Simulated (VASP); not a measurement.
These are PBE GGA, VASP's PBE PAW potentials (set 64) (plane waves; VASP) values and carry that method's errors.

Input for VASP

### POSCAR
```
Li3N
1.0
  1.8163155022  -3.1459510046   0.0000000000
  1.8163155022   3.1459510046   0.0000000000
  0.0000000000   0.0000000000   3.8662002613
Li N
3 1
Cartesian
  1.8163155022   1.0486524322   0.0000000000
  1.8163155022  -1.0486524322   0.0000000000
  0.0000000000   0.0000000000   1.9331001306
  0.0000000000   0.0000000000   3.8662002613
```

INCAR:
```
! general
SYSTEM = Li3N
PREC   = Accurate
ENCUT  = 520   ! plane-wave cut-off (eV)
LREAL  = .FALSE.   ! projection in real space or not
LASPH  = .TRUE.   ! aspherical one-centre terms
ICHARG = 11   ! fixed density

! electronic loop
EDIFF  = 1E-7
NELM   = 100   ! most electronic steps
ALGO   = Normal   ! blocked Davidson

! smearing
ISMEAR = 0   ! Gaussian
SIGMA  = 0.05   ! width (eV)

! functional
GGA    = PE   ! PBE

! output
LWAVE  = .FALSE.
LCHARG = .FALSE.
LORBIT = 11
```

### KPOINTS
```
k-points along high-symmetry lines
10
Line-mode
Reciprocal
  0.000000   0.000000   0.000000 ! GAMMA
 -0.000000   0.500000   0.000000 ! M

 -0.000000   0.500000   0.000000 ! M
 -0.333333   0.666667   0.000000 ! K

 -0.333333   0.666667   0.000000 ! K
  0.000000   0.000000   0.000000 ! GAMMA

  0.000000   0.000000   0.000000 ! GAMMA
  0.000000   0.000000   0.500000 ! A

  0.000000   0.000000   0.500000 ! A
 -0.000000   0.500000   0.500000 ! L

 -0.000000   0.500000   0.500000 ! L
 -0.333333   0.666667   0.500000 ! H

 -0.333333   0.666667   0.500000 ! H
  0.000000   0.000000   0.500000 ! A

 -0.000000   0.500000   0.500000 ! L
 -0.000000   0.500000   0.000000 ! M

 -0.333333   0.666667   0.500000 ! H
 -0.333333   0.666667   0.000000 ! K
```

POTCAR, in this order: Li_sv N (PBE.64 set). Program: vasp_std. Read from the step before: CHGCAR.

What VASP printed:

### OSZICAR
```
       N       E                     dE             d eps       ncg     rms          rms(c)
DAV:   1     0.517784344571E+02    0.51778E+02   -0.67419E+03  1980   0.134E+03
DAV:   2    -0.557712906488E+01   -0.57356E+02   -0.53878E+02  2544   0.245E+02
DAV:   3    -0.148163381724E+02   -0.92392E+01   -0.91612E+01  3426   0.752E+01
DAV:   4    -0.152332699684E+02   -0.41693E+00   -0.41659E+00  2768   0.173E+01
DAV:   5    -0.152416423365E+02   -0.83724E-02   -0.83719E-02  2859   0.231E+00
DAV:   6    -0.152418015974E+02   -0.15926E-03   -0.15926E-03  2626   0.326E-01
DAV:   7    -0.152418067604E+02   -0.51630E-05   -0.51630E-05  2962   0.503E-02
DAV:   8    -0.152418068648E+02   -0.10439E-06   -0.10432E-06  2534   0.796E-03
DAV:   9    -0.152418068670E+02   -0.22673E-08   -0.23586E-08  1777   0.125E-03
   1 F= -.15241807E+02 E0= -.15241807E+02  d E =-.635312E-25
```

OUTCAR:
```
 val. band max:        1.3793050470   @ k =   0.0000   0.0000   0.5000

 cond. band min:       2.4472014109   @ k =   0.0000   0.0000   0.0000



 k-point     1 :       0.0000    0.0000    0.0000
  band No.  band energies     occupation
      1     -43.1626      2.00000
      2     -42.8153      2.00000
      3     -42.6828      2.00000
      4     -10.1006      2.00000
      5      -0.1724      2.00000
      6       1.1743      2.00000
      7       1.1743      2.00000
      8       2.4472      0.00000
      9       8.6965      0.00000
     10       8.6966      0.00000
     11       9.6710      0.00000

 k-point     2 :       0.0000    0.0556    0.0000
  band No.  band energies     occupation
      1     -43.1602      2.00000
      2     -42.8175      2.00000
      3     -42.6827      2.00000
      4     -10.0973      2.00000
      5      -0.1516      2.00000
      6       1.0310      2.00000
      7       1.1356      2.00000
      8       2.5835      0.00000
      9       8.7113      0.00000
     10       8.7877      0.00000
     11       9.6333      0.00000

 k-point     3 :       0.0000    0.1111    0.0000
  band No.  band energies     occupation
      1     -43.1530      2.00000
      2     -42.8243      2.00000
      3     -42.6827      2.00000
      4     -10.0880      2.00000
      5      -0.0910      2.00000
      6       0.7134      2.00000
      7       1.0282      2.00000
      8       2.8865      0.00000
      9       8.7263      0.00000
     10       9.0458      0.00000
     11       9.5254      0.00000

 k-point     4 :       0.0000    0.1667    0.0000
  band No.  band energies     occupation
      1     -43.1414      2.00000
      2     -42.8353      2.00000
      3     -42.6827      2.00000
      4     -10.0737      2.00000
      5       0.0048      2.00000
      6       0.3487      2.00000
      7       0.8735      2.00000
      8       3.2474      0.00000
      9       8.6681      0.00000
     10       9.3612      0.00000
...
```

The density is held fixed in this step, so its total energy and stress have no physical meaning.

The compound is Li3N in the alpha structure. It was relaxed first.
